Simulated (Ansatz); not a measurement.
Os under changes of volume

One of the cells (14.657 Å³/atom); the others are scaled copies at fixed shape and fractional positions:

```xyz
8
Lattice="5.1058 0.0000 0.0000 0.0000 4.6445 0.0000 -1.3830 0.0000 4.9446" Properties=species:S:1:pos:R:3 pbc="T T T"
Os    4.2098    0.7340    0.6858
Os    0.2045    3.0563    1.7865
Os   -0.4870    3.9105    4.2588
Os    3.5183    1.5882    3.1581
Os    1.5989    0.7514    1.4636
Os    2.8154    3.0737    1.0087
Os    2.1239    3.8931    3.4810
Os    0.9074    1.5708    3.9359
```

This isn't the form of Os at room conditions, which is hcp.

* Program: Ansatz 0.2.0
* Functional: PBE
* Potentials or basis: Ansatz PAW
* Cutoff: 420 eV (not typed: the program's choice for these potentials)
* k mesh: 6 × 6 × 6
* Occupations: fermi-dirac, width 0.05 eV
* Spin: no spin polarisation

| volume (Å³/atom) | energy over the lowest point (meV/atom) | pressure (GPa) | largest force (eV/Å) |
| --- | --- | --- | --- |
| 13.778 | 92.86 | 31.8 | 0.247 |
| 14.071 | 44.54 | 21.3 | 0.167 |
| 14.364 | ? | ? | ? |
| 14.657 | 0.00 | 3.8 | 0.027 |
| 14.950 | 0.11 | -3.6 | 0.065 |
| 15.243 | 13.00 | -10.2 | 0.118 |
| 15.536 | 37.28 | -16.1 | 0.168 |

What does the run at 14.364 Å³/atom give?

Energy over the lowest point 14.23 meV/atom; pressure 12.0 GPa; largest force 0.093 eV/Å.

Worked out: A Birch-Murnaghan fit of order 3 (a polynomial in V^(-2/3)) to the other rows has its minimum at 14.80 Å³/atom with B0 = V·E''(V) = 374 GPa and B' = 4.8 at fixed shape and positions, which overstates the stiffness. It gives 14.24 meV/atom at 14.364 Å³/atom, against the run's 14.23, and -dE/dV = 12.0 GPa, against 12.0.

Energies are extrapolated to zero smearing.
